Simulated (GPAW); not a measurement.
## FeO and the effect of the Hubbard U on Fe d

It takes space group R-3m (No. 166, trigonal). Conventional cell: a = 3.038 Å, b = 3.038 Å, c = 7.559 Å, α = 90.00°, β = 90.00°, γ = 120.00°. Fe (site symmetry -3m) is surrounded by 6 O at 2.16 Å. Around O (site symmetry -3m) lie 6 Fe at 2.16 Å.

Kept alike: task band structure; functional PBEsol; k mesh 8 × 8 × 8; occupations fermi-dirac, width 0.05 eV; collinear spin, ferromagnetic start. Program: GPAW, PAW data sets generated for this functional, cutoff 800 eV. The mesh is that of the run's cell of 2 atoms. No spin-orbit coupling.

```csv
"Hubbard U on Fe d, U (eV)",pressure (GPa),largest site moment (μB)
0,-7.88,3.54
1,-7.62,3.59
2,?,?
3,-6.88,3.68
4,-6.40,3.72
6,-4.87,3.81
8,-3.14,3.89
```

Pressure is positive in compression; the values hold the error of the finite cutoff, so their zero can differ a little from the energy's minimum. For a metal such a mesh leaves the last digits unconverged. The measured crystal is an antiferromagnetic insulator; a metallic or parallel state is the runs' own. How U acts hangs on the program's projectors. The runs hold the magnetic state that their start led to, which needn't be the lowest. Site moments count inside each atom's sphere or projector.

Question: Fit the rows shown and predict the run at 2 eV.

Answer: A least-squares cubic through the rows shown is pressure = -0.001232 U³ + 0.06753 U² + 0.1296 U - 7.857 (largest miss 0.063); at U = 2 it gives -7.34 GPa. A least-squares line through the rows shown is largest site moment = 0.0437 U + 3.545 (largest miss 0.005); at U = 2 it gives 3.63 μB. The run gave: pressure -7.29 GPa; largest site moment 3.63 μB.
